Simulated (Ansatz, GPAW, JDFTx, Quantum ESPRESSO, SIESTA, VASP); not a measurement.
**GaAs: 10 runs at one level of theory**

```
As Ga
1.0
     0.00000    2.82685    2.82685
     2.82685    0.00000    2.82685
     2.82685    2.82685    0.00000
As Ga
1 1
Direct
  0.75000 0.75000 0.75000
  0.00000 0.00000 0.00000
```

Alike in all runs: task band structure; functional PBE; k mesh 8 × 8 × 8; occupations fermi-dirac, width 0.05 eV; no spin polarisation; no spin-orbit coupling. Pressure is positive in compression and, in plane waves, holds the error of the finite cutoff, which Ansatz's Pulay term estimates and takes out. Gaps are the smaller of the mesh's and the band path's.

| program and potentials | plane-wave cutoff (eV) | notes | band gap (eV) | pressure (GPa) |
| --- | --- | --- | --- | --- |
| SIESTA, files PseudoDojo sr-pbe-0.4.1-standard, DZP (energy shift 0.003 Ry; two zetas on semicore shells) | - | atomic basis; 14 valence electrons an atom on average | 0.66 | 4.07 |
| VASP, PBE PAW files As_GW, Ga_d_GW, 550 eV | 550 | 9 valence electrons an atom on average | 0.51 | 3.09 |
| Ansatz, Ansatz NC | 1143 | 14 valence electrons an atom on average | 0.51 | 3.36 |
| JDFTx, PseudoDojo-SR-PBE-0.5-standard | 1143 | 14 valence electrons an atom on average | 0.52 | - |
| Ansatz, all-electron LAPW, scalar-relativistic | - | - | 0.52 | 3.27 |
| Ansatz, SPMS NC | 925 | 14 valence electrons an atom on average | 0.51 | 3.49 |
| Ansatz, Ansatz PAW (files of its older set among them) | 1300 | 18 valence electrons an atom on average | 0.52 | 3.28 |
| VASP, PBE PAW files As, Ga_d, 520 eV | 520 | 9 valence electrons an atom on average | ? | ? |
| Quantum ESPRESSO, PseudoDojo 0.4.1 SR PBE standard | 1143 | 14 valence electrons an atom on average | 0.52 | 3.38 |
| GPAW, GPAW PAW data sets (gpaw-data 1.2.1) | 600 | 4 valence electrons an atom on average | 0.59 | 4.33 |

Estimate from the other rows what the run with VASP, PBE PAW files As, Ga_d, 520 eV gave.

Band gap 0.52 eV; pressure 3.46 GPa. The other rows, which needn't bracket it: band gap 0.51 to 0.66; pressure 3.09 to 4.33.
